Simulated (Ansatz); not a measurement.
The system is PbS.

```
Pb S
1.0
     4.08970    0.00000    0.00000
    -2.04485    3.54178    0.00000
     0.00000    0.00000    3.78817
Pb S
1 1
Direct
  0.00000 0.00000 0.00000
  0.66667 0.33333 0.50000
```

Measurements of this composition are mostly on another form, of space group No. 225.

| Quantity | Value |
| --- | --- |
| Program | Ansatz 0.2.0 |
| Task | relaxation of cell and atoms |
| Functional | PBEsol0 |
| Potentials or basis | Ansatz PAW |
| Cutoff | 420 eV (not typed: the program's choice for these potentials) |
| k mesh | 4 × 4 × 4 |
| Occupations | fermi-dirac, width 0.05 eV |
| Spin | no spin polarisation |

At the start: volume 27.44 Å³/atom.

**Question.** Where does the relaxation end?

**Answer.** It ends after 5 steps and the volume is 25.87 Å³/atom (-5.7 %); space group P-6m2 (No. 187, to 0.05 Å).

Step by step:
```
step  energy change (eV)  largest force (eV/Å)  volume (Å³)
   1              0.0000                0.0000        54.87
   2             -0.0239                0.0000        50.32
   3             -0.0314                0.0000        51.83
   4             -0.0315                0.0000        51.74
   5             -0.0312                0.0000        51.74
```

Final structure:
```yaml
crystal:
  lattice:
    - [3.99093, 0.00000, 0.00000]
    - [-1.99547, 3.45625, 0.00000]
    - [0.00000, 0.00000, 3.75111]
  atoms:
    - { symbol: Pb, position: [0.00000, 0.00000, 0.00000] }
    - { symbol: S, position: [0.66667, 0.33333, 0.50000] }
```

Caveat: the k mesh is coarse (spacing up to 0.44 Å⁻¹), so the values aren't converged, least of all with exact exchange; the plane-wave basis is chosen anew once the cell has moved, so the energies of steps on either side of that aren't comparable; the PAW data sets come from PBE, with cores solved anew for the run's functional, which leaves a small shift of forces and pressure.
